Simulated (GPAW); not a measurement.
# Zn (Fm-3m) in GPAW: further runs

Aim: see how the results for Zn move with the level of theory and the settings. Levels: GLLB-SC, LDA. Tasks: single point, eps q, G0W0 quasiparticle levels.

Everything below comes from runs of GPAW 26.7.0. Logs are shortened: lines on timing, memory, paths and dates and some standing lists are left out, and cuts for length are marked. The log counts tension as positive stress, the text compression.

## (1) The structure

Symmetry: Fm-3m, No. 225, cubic system. Conventional cell: a = 3.930 Å, b = 3.930 Å, c = 3.930 Å, α = 90.00°, β = 90.00°, γ = 90.00°. Around Zn (site symmetry m-3m) lie 12 Zn at 2.78 Å.

This isn't the form of Zn at room conditions, which is hcp.

## (2) Single point, GLLB-SC

The input, run.py:

```python
import spglib
from ase import Atoms
from ase.dft.bandgap import bandgap
from ase.io import read, write
from gpaw import GPAW, PW

atoms = read('Zn.cif')
cell, positions, numbers = spglib.find_primitive(
    (atoms.cell[:], atoms.get_scaled_positions(), atoms.numbers), symprec=1e-4)
atoms = Atoms(numbers, cell=cell, scaled_positions=positions, pbc=True)

calc = GPAW(mode=PW(400),
            xc='GLLBSC',
            kpts={'size': (9, 9, 9), 'gamma': True},
            occupations={'name': 'fermi-dirac', 'width': 0.05},
            nbands=13,
            maxiter=120,
            txt='gpaw.txt')
atoms.calc = calc
energy = atoms.get_potential_energy()
calc.write('gs.gpw')
write('result.traj', atoms)
print('Fermi level:', round(calc.get_fermi_level(), 4), 'eV')
print(f'Gap: {bandgap(calc)[0]:.4f} eV, direct: {bandgap(calc, direct=True)[0]:.4f} eV')
```

The input, Zn.cif:

```cif
data_Zn
_cell_length_a 3.92955200
_cell_length_b 3.92955200
_cell_length_c 3.92955200
_cell_angle_alpha 90.00000000
_cell_angle_beta 90.00000000
_cell_angle_gamma 90.00000000
_space_group_name_H-M_alt 'Fm-3m'
_space_group_name_Hall '-F 4 2 3'
_space_group_IT_number 225
loop_
_space_group_symop_operation_xyz
'x,y,z'
'-x,-y,-z'
'-y,x,z'
'y,-x,-z'
'-x,-y,z'
'x,y,-z'
'y,-x,z'
'-y,x,-z'
'x,-y,-z'
'-x,y,z'
'-y,-x,-z'
'y,x,z'
'-x,y,-z'
'x,-y,z'
'y,x,-z'
'-y,-x,z'
'z,x,y'
'-z,-x,-y'
'z,-y,x'
'-z,y,-x'
'z,-x,-y'
'-z,x,y'
'z,y,-x'
'-z,-y,x'
'-z,x,-y'
'z,-x,y'
'-z,-y,-x'
'z,y,x'
'-z,-x,y'
'z,x,-y'
'-z,y,x'
'z,-y,-x'
'y,z,x'
'-y,-z,-x'
'x,z,-y'
'-x,-z,y'
'-y,z,-x'
'y,-z,x'
'-x,z,y'
'x,-z,-y'
'-y,-z,x'
'y,z,-x'
'-x,-z,-y'
'x,z,y'
'y,-z,-x'
'-y,z,x'
'x,-z,y'
'-x,z,-y'
'x,y+1/2,z+1/2'
'-x,-y+1/2,-z+1/2'
'-y,x+1/2,z+1/2'
[... 62 lines left out ...]
'-z+1/2,-x,-y+1/2'
'z+1/2,-y,x+1/2'
'-z+1/2,y,-x+1/2'
'z+1/2,-x,-y+1/2'
'-z+1/2,x,y+1/2'
'z+1/2,y,-x+1/2'
'-z+1/2,-y,x+1/2'
'-z+1/2,x,-y+1/2'
'z+1/2,-x,y+1/2'
'-z+1/2,-y,-x+1/2'
'z+1/2,y,x+1/2'
'-z+1/2,-x,y+1/2'
'z+1/2,x,-y+1/2'
'-z+1/2,y,x+1/2'
'z+1/2,-y,-x+1/2'
'y+1/2,z,x+1/2'
'-y+1/2,-z,-x+1/2'
'x+1/2,z,-y+1/2'
'-x+1/2,-z,y+1/2'
'-y+1/2,z,-x+1/2'
'y+1/2,-z,x+1/2'
'-x+1/2,z,y+1/2'
'x+1/2,-z,-y+1/2'
'-y+1/2,-z,x+1/2'
'y+1/2,z,-x+1/2'
'-x+1/2,-z,-y+1/2'
'x+1/2,z,y+1/2'
'y+1/2,-z,-x+1/2'
'-y+1/2,z,x+1/2'
'x+1/2,-z,y+1/2'
'-x+1/2,z,-y+1/2'
'x+1/2,y+1/2,z'
'-x+1/2,-y+1/2,-z'
'-y+1/2,x+1/2,z'
'y+1/2,-x+1/2,-z'
'-x+1/2,-y+1/2,z'
'x+1/2,y+1/2,-z'
'y+1/2,-x+1/2,z'
'-y+1/2,x+1/2,-z'
'x+1/2,-y+1/2,-z'
'-x+1/2,y+1/2,z'
'-y+1/2,-x+1/2,-z'
'y+1/2,x+1/2,z'
'-x+1/2,y+1/2,-z'
'x+1/2,-y+1/2,z'
'y+1/2,x+1/2,-z'
'-y+1/2,-x+1/2,z'
'z+1/2,x+1/2,y'
'-z+1/2,-x+1/2,-y'
'z+1/2,-y+1/2,x'
'-z+1/2,y+1/2,-x'
'z+1/2,-x+1/2,-y'
'-z+1/2,x+1/2,y'
'z+1/2,y+1/2,-x'
'-z+1/2,-y+1/2,x'
'-z+1/2,x+1/2,-y'
'z+1/2,-x+1/2,y'
'-z+1/2,-y+1/2,-x'
'z+1/2,y+1/2,x'
'-z+1/2,-x+1/2,y'
'z+1/2,x+1/2,-y'
'-z+1/2,y+1/2,x'
'z+1/2,-y+1/2,-x'
'y+1/2,z+1/2,x'
'-y+1/2,-z+1/2,-x'
'x+1/2,z+1/2,-y'
'-x+1/2,-z+1/2,y'
'-y+1/2,z+1/2,-x'
'y+1/2,-z+1/2,x'
'-x+1/2,z+1/2,y'
'x+1/2,-z+1/2,-y'
'-y+1/2,-z+1/2,x'
'y+1/2,z+1/2,-x'
'-x+1/2,-z+1/2,-y'
'x+1/2,z+1/2,y'
'y+1/2,-z+1/2,-x'
'-y+1/2,z+1/2,x'
'x+1/2,-z+1/2,y'
'-x+1/2,z+1/2,-y'
loop_
_atom_site_label
_atom_site_type_symbol
_atom_site_symmetry_multiplicity
_atom_site_Wyckoff_symbol
_atom_site_fract_x
_atom_site_fract_y
_atom_site_fract_z
_atom_site_occupancy
Zn1 Zn 4 a 0.0000000000 0.0000000000 0.0000000000 1
```

Potentials or basis: the program's PAW data sets (release 1.2.1) made for this functional, pw.

On the command line:

```console
$ OMP_NUM_THREADS=1 python run.py
```

gpaw.txt:

```text
___ ___ ___ _ _ _
 |   |   |_  | | | |
 | | | | | . | | | |
 |__ |  _|___|_____|  26.7.0
 |___|_|

Input parameters:
  kpts: {gamma: True,
         size: (9, 9, 9)}
  maxiter: 120
  mode: {ecut: 400.0,
         name: pw}
  nbands: 13
  occupations: {name: fermi-dirac,
                width: 0.05}
  xc: GLLBSC

System changes: positions, numbers, cell, pbc, initial_charges, initial_magmoms

Initialize ...

species:
  Zn:
    name:    Zinc
    Z:       30.0
    valence: 12
    core:    18
    charge:  0.0  # [|e|]
    compensation charges:
      type: gauss
      rc: 0.37  # [Å]
      lmax: 2
    cutoffs:
      filter: 2.14  # [Å]
      core: 2.23  # [Å]
    projectors
    | kind |    occ | energy [eV] | rcut [Å] |
    |------|--------|-------------|----------|
    |   4s |  2.000 |      -8.797 |    1.286 |
    |   4p |  0.000 |      -3.452 |    1.270 |
    |   3d | 10.000 |     -13.837 |    1.180 |
    |    s |        |      18.415 |    1.286 |
    |    p |        |      23.759 |    1.270 |
    |    d |        |      13.374 |    1.180 |

    Using partial waves for Zn as LCAO basis

Reference energy: -48822.188818  # eV

Spin-paired calculation

Convergence criteria:
 Maximum [total energy] change in last 3 cyles: 0.0005 eV / valence electron
 Maximum integral of absolute [dens]ity change: 0.0001 electrons / valence electron
 Maximum integral of absolute [eigenst]ate change: 4e-08 eV^2 / valence electron
 Maximum number of scf [iter]ations: 120
 (Square brackets indicate name in SCF output, whereas a 'c' in
 the SCF output indicates the quantity has converged.)

Symmetries present (total): 48

  ( 1  0  0)  ( 1  0  0)  ( 1  0  0)  ( 1  0  0)  ( 1  0 -1)  ( 1  0 -1)
  ( 1  0 -1)  ( 1 -1  0)  ( 0  1  0)  ( 0  0  1)  ( 1  0  0)  ( 1 -1  0)
  ( 1 -1  0)  ( 1  0 -1)  ( 0  0  1)  ( 0  1  0)  ( 1 -1  0)  ( 1  0  0)

  ( 1  0 -1)  ( 1  0 -1)  ( 1 -1  0)  ( 1 -1  0)  ( 1 -1  0)  ( 1 -1  0)
  ( 0  1 -1)  ( 0  0 -1)  ( 1  0  0)  ( 1  0 -1)  ( 0 -1  1)  ( 0 -1  0)
  ( 0  0 -1)  ( 0  1 -1)  ( 1  0 -1)  ( 1  0  0)  ( 0 -1  0)  ( 0 -1  1)

  ( 0  1  0)  ( 0  1  0)  ( 0  1  0)  ( 0  1  0)  ( 0  1 -1)  ( 0  1 -1)
  ( 1  0  0)  ( 0  1 -1)  ( 0  0  1)  (-1  1  0)  ( 1  0 -1)  ( 0  1  0)
  ( 0  0  1)  (-1  1  0)  ( 1  0  0)  ( 0  1 -1)  ( 0  0 -1)  (-1  1  0)

  ( 0  1 -1)  ( 0  1 -1)  ( 0  0  1)  ( 0  0  1)  ( 0  0  1)  ( 0  0  1)
  ( 0  0 -1)  (-1  1  0)  ( 1  0  0)  ( 0  1  0)  ( 0 -1  1)  (-1  0  1)
  ( 1  0 -1)  ( 0  1  0)  ( 0  1  0)  ( 1  0  0)  (-1  0  1)  ( 0 -1  1)

  ( 0  0 -1)  ( 0  0 -1)  ( 0  0 -1)  ( 0  0 -1)  ( 0 -1  1)  ( 0 -1  1)
  ( 1  0 -1)  ( 0  1 -1)  ( 0 -1  0)  (-1  0  0)  ( 1 -1  0)  ( 0  0  1)
  ( 0  1 -1)  ( 1  0 -1)  (-1  0  0)  ( 0 -1  0)  ( 0 -1  0)  (-1  0  1)

  ( 0 -1  1)  ( 0 -1  1)  ( 0 -1  0)  ( 0 -1  0)  ( 0 -1  0)  ( 0 -1  0)
  ( 0 -1  0)  (-1  0  1)  ( 1 -1  0)  ( 0  0 -1)  ( 0 -1  1)  (-1  0  0)
  ( 1 -1  0)  ( 0  0  1)  ( 0 -1  1)  (-1  0  0)  ( 1 -1  0)  ( 0  0 -1)

  (-1  1  0)  (-1  1  0)  (-1  1  0)  (-1  1  0)  (-1  0  1)  (-1  0  1)
  ( 0  1  0)  ( 0  1 -1)  (-1  0  1)  (-1  0  0)  ( 0  0  1)  ( 0 -1  1)
  ( 0  1 -1)  ( 0  1  0)  (-1  0  0)  (-1  0  1)  ( 0 -1  1)  ( 0  0  1)

  (-1  0  1)  (-1  0  1)  (-1  0  0)  (-1  0  0)  (-1  0  0)  (-1  0  0)
  (-1  1  0)  (-1  0  0)  ( 0  0 -1)  ( 0 -1  0)  (-1  1  0)  (-1  0  1)
  (-1  0  0)  (-1  1  0)  ( 0 -1  0)  ( 0  0 -1)  (-1  0  1)  (-1  1  0)

729 k-points: 9 x 9 x 9 Monkhorst-Pack grid
35 k-points in the irreducible part of the Brillouin zone
       k-points in crystal coordinates                weights
   0:     0.00000000    0.00000000    0.00000000          1/729
   1:     0.11111111    0.11111111    0.00000000          6/729
   2:     0.11111111    0.11111111    0.11111111          8/729
   3:     0.22222222    0.11111111    0.11111111         12/729
   4:     0.22222222    0.22222222    0.00000000          6/729
   5:     0.22222222    0.22222222    0.11111111         24/729
   6:     0.22222222    0.22222222    0.22222222          8/729
   7:     0.33333333    0.22222222    0.11111111         24/729
   8:     0.33333333    0.22222222    0.22222222         24/729
   9:     0.33333333    0.33333333   -0.33333333         12/729
          ...
  34:     0.44444444    0.44444444    0.44444444          8/729

Wave functions: Plane wave expansion
  Cutoff energy: 400.000 eV
  Number of coefficients (min, max): 268, 290
  Pulay-stress correction: 0.000000 eV/Ang^3 (de/decut=0.000000)
  Using FFTW library
  ScaLapack parameters: grid=1x1, blocksize=None
  Wavefunction extrapolation:
    Improved wavefunction reuse through dual PAW basis

Occupation numbers: Fermi-Dirac:
  width: 0.0500  # eV

Eigensolver
   Davidson(niter=2)

Densities:
  Coarse grid: 14*14*14 grid
  Fine grid: 28*28*28 grid
  Total Charge: 0.000000

Density mixing:
  Method: separate
  Backend: msr1
  Linear mixing parameter: 0.05
  old densities: 10
  Width of damping distribution: 1.1
  Damping of long wavelength oscillations: 20

Hamiltonian:
  XC and Coulomb potentials evaluated on a 28*28*28 grid
  Using the GLLBSC Exchange-Correlation functional
  External potential:
    NoExternalPotential

XC parameters: GLLBSC functional being used consists of
  -----------------------------------------------------------------------
  | Weight | Module     | Description                                   |
  -----------------------------------------------------------------------
  |  1.000 | SCREENING  | GGA_X_PBE_SOL with 2 nearest neighbor stencil |
  |  1.000 | RESPONSE   | eps=0.0500 eV                                 |
  |  1.000 | XC         | GGA_C_PBE_SOL with 2 nearest neighbor stencil |
  -----------------------------------------------------------------------

Number of atoms: 1
Number of atomic orbitals: 9
Number of bands in calculation: 13
Number of valence electrons: 12
Bands to converge: occupied

... initialized

Initializing position-dependent things.

Density initialized from atomic densities
Creating initial wave functions:
  9 bands from LCAO basis set
  4 bands from random numbers

       Zn

Atomic positions and initial magnetic moments

Positions:
   0 Zn     0.000000    0.000000    0.000000    ( 0.0000,  0.0000,  0.0000)

Unit cell:
           periodic     x           y           z      points  spacing
  1. axis:    yes    0.000000    1.964776    1.964776    14     0.1621
  2. axis:    yes    1.964776    0.000000    1.964776    14     0.1621
  3. axis:    yes    1.964776    1.964776    0.000000    14     0.1621

  Lengths:   2.778613   2.778613   2.778613
  Angles:   60.000000  60.000000  60.000000

Effective grid spacing dv^(1/3) = 0.1768

iter:   1    -1.666734
iter:   2    -1.504219   -1.79  -1.44
iter:   3    -1.490504   -3.84  -1.64
iter:   4    -1.359495   -3.63  -1.66
iter:   5    -1.217663   -3.40  -1.88
iter:   6    -1.207097   -4.85  -2.49
iter:   7    -1.258155   -4.51  -2.65
iter:   8    -1.243043   -5.31  -3.15
iter:   9    -1.246265   -6.34  -3.01
iter:  10    -1.254572   -6.05  -3.09
iter:  11    -1.258419   -6.86  -3.21
iter:  12    -1.270934   -5.67  -3.35
iter:  13    -1.270068   -7.04  -4.50c
iter:  14    -1.270120c  -8.75c -4.38c

Converged after 14 iterations.

Dipole moment: (-0.000000, -0.000000, -0.000000) |e|*Ang

Energy contributions relative to reference atoms: (reference = -48822.188818)

Kinetic:        +23.803927
Potential:      -20.090503
External:        +0.000000
XC:              -5.124616
Entropy (-ST):   -0.002802
Local:           +0.142474
SIC:             +0.000000
--------------------------
Free energy:     -1.271521
Extrapolated:    -1.270120

GLLBSC response reference energy: 5.54924 eV (from Fermi level)

Showing only first 2 kpts
 Kpt  Band  Eigenvalues  Occupancy
  0     4     -2.90052    2.00000
  0     5     -2.90052    2.00000
  0     6     23.86100    0.00000
  0     7     23.86100    0.00000

  1     4     -2.94238    2.00000
  1     5     -2.87181    2.00000
  1     6     20.94649    0.00000
  1     7     20.94650    0.00000

Fermi level: 5.54911

No gap
No difference between direct/indirect transitions
Writing to gs.gpw (mode='')
```

Run time: 3.9 s. Hardware: 1 thread of Arm Neoverse V2, shared host; peak memory 0.12 GiB.

The run converged, but some of its settings lie outside the range that counts as converged, so its numbers aren't taken as properties of the crystal.

Results:

```
Band gap on the k mesh, Kohn-Sham part alone : none (metal or under the smearing width)
```

Caveat: a model potential gives levels but no total energy.

(Continued in part 2 of 2.)
